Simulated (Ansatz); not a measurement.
# Which functional gives which lattice for CdTe?

Starting cell:

Space group Fm-3m (No. 225). a = 6.410 Å, b = 6.410 Å, c = 6.410 Å, α = 90.00°, β = 90.00°, γ = 90.00°
```tsv
atom	site	symmetry	x	y	z
Cd	4b	m-3m	0.5000	0.0000	0.0000
Te	4a	m-3m	0.0000	0.0000	0.0000
```

Ansatz, plane waves and PAW, scalar-relativistic (no spin–orbit coupling), 6×6×6 k-mesh. No spin polarisation. In the setting of the table the starting cell (space group Fm-3m) has 4.533 × 4.533 × 4.533 Å, angles 60.0 / 60.0 / 60.0°. Each functional was followed to zero pressure by scaling the cell, shape and atoms held, then fitted over four more volumes within ±4 % of it.

**Question.** Order the functionals by equilibrium volume, smallest first.
A. r2SCAN + D4
B. revPBE
C. revPBE + D4
D. RPBE + D4
E. LDA

**Answer.** E (26.12 Å³/atom), D (27.07 Å³/atom), C (27.26 Å³/atom), A (27.79 Å³/atom), B (29.70 Å³/atom).

**Question.** What are the cells and stiffnesses?

**Answer.** 
| functional | V0 (Å³/atom) | cell | B0 (GPa) | B′ from the pressures | gap on the mesh | cutoff (eV) |
| --- | --- | --- | --- | --- | --- | --- |
| revPBE | 29.70 | 4.378 × 4.378 × 4.378 Å, angles 60.0 / 60.0 / 60.0° | 41 | – | zero (metallic on this mesh) | 420 |
| LDA | 26.12 | 4.196 × 4.196 × 4.196 Å, angles 60.0 / 60.0 / 60.0° | 62 | 4.8 | zero (metallic on this mesh) | 420 |
| RPBE + D4 | 27.07 | 4.246 × 4.246 × 4.246 Å, angles 60.0 / 60.0 / 60.0° | 55 | 4.8 | zero (metallic on this mesh) | 420 |
| revPBE + D4 | 27.26 | 4.256 × 4.256 × 4.256 Å, angles 60.0 / 60.0 / 60.0° | 54 | 4.8 | zero (metallic on this mesh) | 420 |
| r2SCAN + D4 | 27.79 | 4.283 × 4.283 × 4.283 Å, angles 60.0 / 60.0 / 60.0° | 56 | 4.8 | zero (metallic on this mesh) | 500 |

The volumes span 13.7 %, from LDA to revPBE. The stiffness doesn't follow the volume steadily: stiffest LDA (62 GPa at 26.12 Å³/atom), softest revPBE (41 GPa at 29.70 Å³/atom), yet r2SCAN + D4 is stiffer than revPBE + D4 in a larger cell (56 against 54 GPa). B′ is left blank where a third-order fit to these five points leaves it in doubt. Adding D4 to revPBE pulls the cell in by 8.2 %.

Caveats: the cell was built on a prototype listed for this compound, which may not be its ambient form.

Points behind the fit for RPBE + D4:

| V (Å³/atom) | E − Emin (meV/atom) | P (GPa) |
| --- | --- | --- |
| 25.980 | 8.04 | 2.47 |
| 26.521 | 1.95 | 1.16 |
| 27.063 | 0.00 | 0.00 |
| 27.604 | 1.76 | -1.04 |
| 28.145 | 6.81 | -1.96 |
